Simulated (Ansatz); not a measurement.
**CdS: strain and displacement**

```yaml
crystal:
  lattice:
    - [0.00000, 2.91000, 2.91000]
    - [2.91000, 0.00000, 2.91000]
    - [2.91000, 2.91000, 0.00000]
  atoms:
    - { symbol: Cd, position: [0.00000, 0.00000, 0.00000] }
    - { symbol: S, position: [0.75000, 0.75000, 0.75000] }
```

Atom numbers follow the list: Cd1, S2.

The conventional cell has a = 5.820 Å, b = 5.820 Å, c = 5.820 Å, α = 90.00°, β = 90.00°, γ = 90.00°. Cd (atom 1) has 4 S at 2.52 Å as nearest neighbours. S (atom 2) has 4 Cd at 2.52 Å as nearest neighbours.

The cell is COD entry 1011260, as deposited and not checked against the literature; nothing was relaxed. It is an old determination, and later ones may differ.

These are results of DFT, PBE, all-electron PAW with datasets made for the crystal, scalar-relativistic in Ansatz 0.2.0, not measurements.

The runs use a Γ-centred 8×8×8 k mesh, Fermi–Dirac smearing of 0.01 eV, cutoff 260 eV (chosen by the program for this cell), no spin polarisation.

The unchanged cell is at 3.33 GPa.

Semilocal functionals give too small gaps.

x, y and z are the Cartesian axes of the cell as listed; fractional coordinates follow a strain, and an engineering shear is twice the off-diagonal strain component.

Vzz stands for the principal value of largest size of the field-gradient tensor, whatever its axis.

Spin–orbit coupling is left out, which moves gradients at and beside heavy atoms by some per cent and at worst by a factor of two.

(1) One change gave: energy change under 1 meV/atom; stress change (xx, yy, zz, yz, xz, xy) 0.15, 0.15, -0.37, 0.00, 0.00, 0.00 GPa, compression positive; Vzz in 10²¹ V/m²: Cd1 0 → -0.99 (η = 0.00), S2 0 → 0.60 (η = 0.00); gap on the k mesh 1.16 → 1.13 eV. Which change was it?
A. z strained by +2 % at fixed volume
B. atom 2 (S) moved by (0.0566, 0.0566, 0.0000) Å
C. z strained by +1.5 % at fixed volume

## Answers

(1) A. For z strained by +1.5 % at fixed volume: energy change under 1 meV/atom; stress change (xx, yy, zz, yz, xz, xy) 0.11, 0.11, -0.27, 0.00, 0.00, 0.00 GPa, compression positive; Vzz in 10²¹ V/m²: Cd1 0 → -0.75 (η = 0.00), S2 0 → 0.45 (η = 0.00); gap on the k mesh 1.16 → 1.14 eV. For atom 2 (S) moved by (0.0566, 0.0566, 0.0000) Å: energy change +8 meV/atom; stress change (xx, yy, zz, yz, xz, xy) 0.12, 0.12, 0.23, 1.35, 1.35, 0.21 GPa, compression positive; change of the force on S2 (-0.299, -0.299, -0.066) eV/Å; Vzz in 10²¹ V/m²: Cd1 0 → -3.51 (η = 0.93), S2 0 → -0.89 (η = 0.91); gap on the k mesh 1.16 → 1.15 eV.
